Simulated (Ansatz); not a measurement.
The system is Te.

```
Te
1.0
     4.45400    0.00000    0.00000
    -2.22700    3.85728    0.00000
     0.00000    0.00000    5.92400
Te
3
Direct
  0.73100 0.73100 0.00000
  0.00000 0.26900 0.66667
  0.26900 0.00000 0.33333
```

- Program: Ansatz 0.2.0
- Task: relaxation of cell and atoms
- Functional: revPBE
- Dispersion: D4
- Potentials or basis: Ansatz PAW
- Cutoff: 420 eV (not typed: the program's choice for these potentials)
- k mesh: 7 × 7 × 5
- Occupations: fermi-dirac, width 0.05 eV
- Spin: no spin polarisation

At the start: volume 33.93 Å³/atom.

Problem. How do energy, volume and symmetry change on relaxing?

Solution. It ends after 5 steps and the volume is 31.38 Å³/atom (-7.5 %); space group P3_121 (No. 152, to 0.05 Å).

The path:
| step | energy change (eV) | largest force (eV/Å) | volume (Å³) |
| --- | --- | --- | --- |
| 1 | 0.0000 | 0.1619 | 101.78 |
| 2 | -0.0506 | 0.1748 | 95.16 |
| 3 | -0.0660 | 0.0189 | 94.03 |
| 4 | -0.0671 | 0.0091 | 94.13 |
| 5 | -0.0661 | 0.0091 | 94.13 |

Final structure:
```
CELL_PARAMETERS angstrom
4.26878 0.00000 0.00000
-2.13439 3.69687 0.00000
0.00000 0.00000 5.96492
ATOMIC_POSITIONS crystal
Te 0.71079 0.71079 0.00000
Te 0.00000 0.28921 0.66667
Te 0.28921 0.00000 0.33333
```

Caveat: the plane-wave basis is chosen anew once the cell has moved, so the energies of steps on either side of that aren't comparable; the PAW data sets come from PBE, with cores solved anew for the run's functional, which leaves a small shift of forces and pressure.
